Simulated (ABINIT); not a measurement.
Write the native input for ABINIT 10.8.3 (patched build) that does the following.

```
Task                                            : equation of state
Functional                                      : WC
Potentials or basis                             : JTH PAW PBE v2.0
Cutoff                                          : 463 eV
k mesh                                          : 9 × 9 × 9
Occupations                                     : fermi-dirac, width 0.05 eV
Spin                                            : no spin polarisation
Fine-grid cutoff                                : 925.187 eV
Exchange and correlation inside the PAW spheres : full angular mesh (pawxcdev 0, this build's default; the released program takes 1)
```

Crystal: Pb.

```
Pb
1.0
     0.00000    2.47502    2.47502
     2.47502    0.00000    2.47502
     2.47502    2.47502    0.00000
Pb
1
Cartesian
  0.0000 0.0000 0.0000
```

The input as run:

run.abi

```
# Datasets: one volume each
ndtset 7
getwfk -1
scalecart1 3*0.9795861087
scalecart2 3*0.9864848297
scalecart3 3*0.9932883884
scalecart4 3*1.0000000000
scalecart5 3*1.0066227096
scalecart6 3*1.0131594038
scalecart7 3*1.0196128224

# Pseudopotentials
pp_dirpath "./"
pseudos "Pb.GGA_PBE-JTH.xml"

# Structure
acell 3*1.0 Angstrom
rprim
     0.0000000000     2.4750200000     2.4750200000
     2.4750200000     0.0000000000     2.4750200000
     2.4750200000     2.4750200000     0.0000000000
ntypat 1
znucl 82
natom 1
typat 1
xred
     0.0000000000     0.0000000000     0.0000000000

# Plane-wave basis
ecut 17.0
pawecutdg 34.0

# k points
kptopt 1
ngkpt 9 9 9
nshiftk 1
shiftk 0.0 0.0 0.0

# Exchange and correlation
ixc 23

# Bands and occupations
nband 11
occopt 3
tsmear 0.05 eV

# SCF cycle
nstep 100
tolvrs 1.0e-9

# Output
iomode 3
prtwf 1
prtden 0
prteig 0
prtebands 0
```

Potentials or basis: JTH PAW PBE v2.0.

Command:

```console
$ abinit run.abi > log 2>&1
```

Results of the run:

```
Equilibrium volume : 30.04 Å³/atom (rough: see the caveat)
Bulk modulus       : 52 GPa (rough)
```

Caveat: the cutoff is too short for stress, so the log's stress isn't used; pressures at fixed basis lie under the slope of the energies; the fit is doubtful: noisy points or a state that changes with volume; the PAW data sets were made with another functional, which shifts forces and pressure a little.

Wall time 41 s on 1 thread of Arm Neoverse V2 (shared host), peak memory 0.13 GiB.
